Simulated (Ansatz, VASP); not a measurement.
**InP: VASP beside Ansatz**

```
In P
1.0
     0.00000    2.98798    2.98798
     2.98798    0.00000    2.98798
     2.98798    2.98798    0.00000
In P
1 1
Cartesian
  0.0000 0.0000 0.0000
  4.4820 4.4820 4.4820
```

Alike in both runs: task single point; functional PBEsol; dispersion D4; k mesh 8 × 8 × 8; occupations fermi-dirac, width 0.05 eV; no spin polarisation.

|  | VASP | Ansatz |
| --- | --- | --- |
| version | VASP 6.6.1 | Ansatz 0.2.0 |
| potentials or method | VASP PAW PBE potentials, release 64 (In_d, P) | Ansatz PAW |
| plane-wave cutoff (eV) | 520 | 420 |
| valence electrons in the cell | 18 | 18 |

Ansatz gave:

| Property | Result |
| --- | --- |
| gap on the k mesh at the Fermi level (eV) | 0.30 |
| least direct gap on the mesh (eV) | 0.30 |
| pressure (GPa) | -4.0 |
| dispersion energy (meV/atom) | -187.6 |

What did VASP give for the same quantities?

gap on the k mesh at the Fermi level (eV): 0.30; least direct gap on the mesh (eV): 0.30; pressure (GPa): -4.0; dispersion energy (meV/atom): -187.4.

Caveats: spin-orbit coupling is left out, which moves the levels of the heavy elements; the PAW data sets were made with another functional, which shifts forces and pressure a little (VASP); the PAW data sets come from PBE, with cores solved anew for the run's functional, which leaves a small shift of forces and pressure (Ansatz).
